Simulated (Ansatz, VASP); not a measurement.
One calculation of AlN, two programs

```xyz
4
Lattice="0.0000 -2.2016 -2.2016 -2.2016 0.0000 -2.2016 2.2016 2.2016 -4.4031" Properties=species:S:1:pos:R:3 pbc="T T T"
Al   -0.0398    0.0089   -0.0620
Al    0.0398   -0.0089   -4.4034
N     1.0651    1.1088   -5.4716
N    -1.0651   -1.1088   -5.4162
```

Change from the starting cell: mode 4 frozen in at -0.051 Å and mode 10 at +0.060 Å (largest displacements).

Alike in both runs: task single point; functional PBE; k mesh 6 × 6 × 6; occupations gaussian, width 0.05 eV; no spin polarisation.

```csv
,VASP,Ansatz
version,VASP 6.6.1,Ansatz 0.2.0
potentials or method,"VASP PAW PBE potentials, release 64 (Al, N)","scalar-relativistic, plane waves, PAW"
plane-wave cutoff (eV),520,520
valence electrons in the cell,16,16
```

```tsv
	VASP	Ansatz	Ansatz less VASP
gap on the k mesh at the Fermi level (eV)	3.07	3.08	+0.008
least direct gap on the mesh (eV)	3.59	3.60	+0.005
pressure (GPa)	0.6	0.8	+0.25
largest component of the traceless stress (GPa)	5.52	5.50	-0.019
rms of the force components (eV/Å)	0.714	0.713	-0.0017
```

Atom by atom the forces differ by 0.002 eV/Å (rms over components).

Caveats: forces of over 1 eV/Å show positions far from the minimum, so gaps and moduli don't describe the material at rest. A k mesh can miss the band edges.
